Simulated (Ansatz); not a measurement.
**AlP: frozen-core PAW against all-electron methods**

```xyz
2
Lattice="0.0000 2.7255 2.7255 2.7255 0.0000 2.7255 2.7255 2.7255 0.0000" Properties=species:S:1:pos:R:3 pbc="T T T"
Al    0.0000    0.0000    0.0000
P     4.0882    4.0882    4.0882
```

Atom numbers follow the list: Al1, P2.

The cell is COD entry 9008831, as deposited and not checked against the literature; nothing was relaxed. It is an old determination, and later ones may differ.

All numbers are computed: DFT, PBE, PAW with Ansatz's default frozen-core files, scalar-relativistic (Ansatz 0.2.0); DFT, PBE, all-electron PAW with datasets made for the crystal, scalar-relativistic (Ansatz 0.2.0); DFT, PBE, all-electron LAPW, scalar-relativistic (Ansatz 0.2.0).

For PAW: a Γ-centred 12×12×12 k mesh, Fermi–Dirac smearing of 0.03 eV, cutoff 420 eV, no spin polarisation. The crystal-made all-electron datasets (AE datasets) take a cutoff of 180 eV at this cell. LAPW targets a basis error of 0.5 meV/atom. The Ansatz runs share mesh, smearing and spin set-up. Plane-wave (PAW) pressures include the program's estimate of the Pulay term.

Stress and pressure are positive in compression.

Levels count from the top of the valence band.

| quantity | PAW | AE datasets | LAPW |
| --- | --- | --- | --- |
| pressure (GPa) | ? | 2.68 | 2.68 |
| band gap (eV) | 1.572 | 1.572 | 1.572 |
| highest filled level at X (eV) | -2.109 | -2.112 | -2.112 |
| lowest empty level at X (eV) | 1.572 | 1.572 | 1.572 |
| highest filled level at K (eV) | -1.737 | -1.740 | -1.740 |
| lowest empty level at K (eV) | 2.433 | 2.433 | 2.433 |

Task: What belongs in the row "pressure (GPa)", column "PAW"?

Result: 2.74.
